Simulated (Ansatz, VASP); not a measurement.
# InAs: VASP beside Ansatz

```
CELL_PARAMETERS angstrom
0.00000 3.04389 3.04389
3.04389 0.00000 3.04389
3.04389 3.04389 0.00000
ATOMIC_POSITIONS crystal
In 0.00000 0.00000 0.00000
As 0.25000 0.25000 0.25000
```

Alike in both runs: task single point; functional PBEsol; k mesh 12 × 12 × 12; occupations gaussian, width 0.1 eV; non-collinear spin, spin-orbit coupling.

|  | VASP | Ansatz |
| --- | --- | --- |
| version | VASP 6.6.1 | Ansatz 0.2.0 |
| potentials or method | VASP PAW PBE potentials, release 64 (In_d, As) | plane waves, PAW |
| plane-wave cutoff (eV) | 520 | 420 |
| valence electrons in the cell | 18 | 28 |

```tsv
	VASP	Ansatz	Ansatz less VASP
gap on the k mesh at the Fermi level (eV)	none	none	-
net moment per atom (μB)	0.00	0.00	0.000
```

A gap of «none» marks a metal or a gap that the smearing closes. The two sets of potentials don't hold the same shells in valence.
